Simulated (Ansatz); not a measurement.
Starting structure of a cell relaxation (symmetry kept):

```cif
data_structure
_symmetry_space_group_name_H-M 'P4_2/nmc:1'
_symmetry_Int_Tables_number 137
_cell_length_a 3.6211
_cell_length_b 3.6211
_cell_length_c 5.2825
_cell_angle_alpha 90.000
_cell_angle_beta 90.000
_cell_angle_gamma 90.000
_cell_volume 69.26
loop_
_atom_site_label
_atom_site_type_symbol
_atom_site_symmetry_multiplicity
_atom_site_Wyckoff_symbol
_atom_site_fract_x
_atom_site_fract_y
_atom_site_fract_z
_atom_site_occupancy
Zr1 Zr 2 a 0.00000 0.00000 0.00000 1
O1 O 4 d 0.00000 0.50000 0.19279 1
```

The calculation used DFT PBE+D3(BJ), scalar-relativistic, plane waves, PAW in Ansatz 0.2.0.

Settings: cutoff 420 eV, Γ-centred mesh 6×6×6 on the computed 6-atom cell, Gaussian smearing of 0.02 eV; no spin polarisation.

Question: What does it relax to?

Answer: The volume decreases by 0.26 Å³/atom to 11.29 Å³/atom, and the energy falls by 3.0 meV/atom. Final structure:
```
Zr O
1.0
     3.60110    0.00000    0.00000
     0.00000    3.60110    0.00000
     0.00000    0.00000    5.22234
Zr O
2 4
Direct
  0.00000 0.00000 0.00000
  0.50000 0.50000 0.50000
  0.00000 0.50000 0.19787
  0.00000 0.50000 0.69787
  0.50000 0.00000 0.30213
  0.50000 0.00000 0.80213
```

This form isn't the usual stable structure of the compound.